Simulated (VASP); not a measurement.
TiO2 (Rutile):

```
Ti O
1.0
     4.59220    0.00000    0.00000
     0.00000    4.59220    0.00000
     0.00000    0.00000    2.95740
Ti O
2 4
Direct
  0.00000 0.00000 0.00000
  0.50000 0.50000 0.50000
  0.30496 0.30496 0.00000
  0.19504 0.80496 0.50000
  0.69504 0.69504 0.00000
  0.80496 0.19504 0.50000
```

| Quantity | Value |
| --- | --- |
| Program | VASP 6.6.1 |
| Task | relaxation of cell and atoms |
| Functional | LDA |
| Potentials or basis | VASP PAW LDA potentials, release 64 (Ti_sv, O) |
| Cutoff | 600 eV |
| k mesh | 6 × 6 × 10 |
| Occupations | gaussian, width 0.03 eV |
| Spin | no spin polarisation |

At the start: pressure -7.1 GPa; volume 10.39 Å³/atom.

Problem. Where does the relaxation end?

Solution. Over 6 steps the energy falls by 7.1 meV/atom and the volume is 10.09 Å³/atom (-3.0 %); space group P4_2/mnm (No. 136, to 0.05 Å).

Step by step:
| step | energy change (eV) | largest force (eV/Å) | pressure (GPa) | volume (Å³) |
| --- | --- | --- | --- | --- |
| 1 | 0.0000 | 0.0015 | -7.06 | 62.37 |
| 2 | 0.0417 | 0.3951 | 11.32 | 58.32 |
| 3 | -0.0402 | 0.1495 | -0.08 | 60.66 |
| 4 | -0.0402 | 0.1527 | 0.01 | 60.62 |
| 5 | -0.0424 | 0.0155 | 0.03 | 60.53 |
| 6 | -0.0424 | 0.0011 | 0.07 | 60.52 |

Final structure:
```cif
data_structure
_symmetry_space_group_name_H-M 'P 1'
_symmetry_Int_Tables_number 1
_cell_length_a 4.5515
_cell_length_b 4.5515
_cell_length_c 2.9215
_cell_angle_alpha 90.000
_cell_angle_beta 90.000
_cell_angle_gamma 90.000
_cell_volume 60.52
loop_
_atom_site_label
_atom_site_type_symbol
_atom_site_fract_x
_atom_site_fract_y
_atom_site_fract_z
_atom_site_occupancy
Ti1 Ti 0.00000 0.00000 0.00000 1
Ti2 Ti 0.50000 0.50000 0.50000 1
O1 O 0.30383 0.30383 0.00000 1
O2 O 0.19617 0.80383 0.50000 1
O3 O 0.69617 0.69617 0.00000 1
O4 O 0.80383 0.19617 0.50000 1
```
